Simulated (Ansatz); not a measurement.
**Al$_{3}$Cu: moving Cu off its site**

Al$_{3}$Cu, P4/mmm, a = 2.774 Å, c = 7.592 Å (as given, not relaxed at this level: 0.0 GPa, forces to 0.04 eV/Å). The structure is a Materials Project entry; whether it is the stable form wasn't checked. Ansatz: r2SCAN, PAW, 500 eV, Γ-centred 18×18×6 mesh on 4 atoms, Gaussian smearing 0.15 eV; no spin polarisation.

```
CELL_PARAMETERS angstrom
2.77378 0.00000 0.00000
0.00000 2.77378 0.00000
0.00000 0.00000 7.59186
ATOMIC_POSITIONS crystal
Al 0.00000 0.00000 0.50000
Al 0.50000 0.50000 0.22264
Al 0.50000 0.50000 0.77736
Cu 0.00000 0.00000 0.00000
```

Atom 4 (Cu) moves by x along the unit vector (0.000, 0.000, 1.000), with its periodic images; all else is held. y is the free energy of the cell over the start, F the force along the path summed over the moved atoms. Symmetry makes y even in x.

| x (Å) | y (meV) | F (eV/Å) |
| --- | --- | --- |
| -0.2000 | 126.8 | 1.27 |
| -0.0667 | 14.0 | 0.42 |
| 0.0000 | 0.0 | 0.00 |
| 0.0333 | 3.5 | -0.21 |
| 0.1000 | 31.6 | -0.63 |
| 0.1333 | ? | ? |
| 0.1667 | 88.0 | -1.06 |

Q: Fit y = c2 x² + c4 x⁴ to the energies of the other rows, give the force constant, and predict energy and force of the missing row.

A: Least squares on the rows shown. y = 3156 x² + 348.7 x⁴. The force constant is 2 c2 = 6.31 eV/Å² (for all images moving together, not for a lone atom). The force −dy/dx at the missing row is -0.84 eV/Å (computed -0.84). At x = 0.1333 the fit asked for gives 56.2 meV. The run gave 56.2 meV, the same to the digits shown.

The Cu site is a minimum along c for this rigid shift of the Cu sublattice, and the well is almost purely harmonic: even at the largest displacement the quartic term adds only a tiny part of the energy. Because the Cu atoms move together, the Cu–Cu distances within their layer stay fixed, and the force constant of 6.31 eV/Å² measures how the Cu layer is held between the adjacent Al layers. Moving it shortens the Cu–Al contacts on one side and lengthens those on the other. Each contact is anharmonic by itself, stiffer in compression than in extension, but the mirror plane through Cu cancels the odd terms. The restoring force probably combines short-range repulsion with the loss of favourable Cu–Al sp–d hybridisation, while the conduction electrons screen the longer-ranged electrostatic part. The small positive quartic coefficient suggests slight hardening, with no sign of a double well along this path. Stability against in-plane shifts, or against modes in which neighbouring cells move out of phase, doesn't follow from this curve.
